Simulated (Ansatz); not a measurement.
**LiH: a prediction, then the measurements**

Level of theory: DFT PBE, scalar-relativistic, plane waves, PAW (Ansatz).

Settings: cutoff 420 eV, Γ-centred mesh 10×10×10 on the computed 2-atom cell, Gaussian smearing of 0.02 eV; no spin polarisation.

Relaxed structure, symmetry kept:

```
Li H
1.0
     0.00000    2.00340    2.00340
     2.00340    0.00000    2.00340
     2.00340    2.00340    0.00000
Li H
1 1
Direct
  0.00000 0.00000 0.00000
  0.50000 0.50000 0.50000
```

```json
{"Space group": "Fm-3m (No. 225)", "Volume per atom": "54.3 bohr³", "Formation energy from the elements' standard states (uncorrected)": "-0.417 eV/atom", "Kohn–Sham band gap": "2.98 eV", "Löwdin character of the top 1 eV of the valence band": "H 1s 93 %", "Bader charges (e)": "Li (1 in the cell) 0.85, H (1 in the cell) -0.85"}
```

**Measured values to compare with.**

From a printed reference work, textbook, for a bulk crystal of LiH: lattice constant a 4.083 Å.

Measured lattice constant a of LiH: 4.083 Å (a printed reference work, textbook). This calculation gives 4.007 Å (-1.9 %). The calculation is for 0 K without zero-point motion.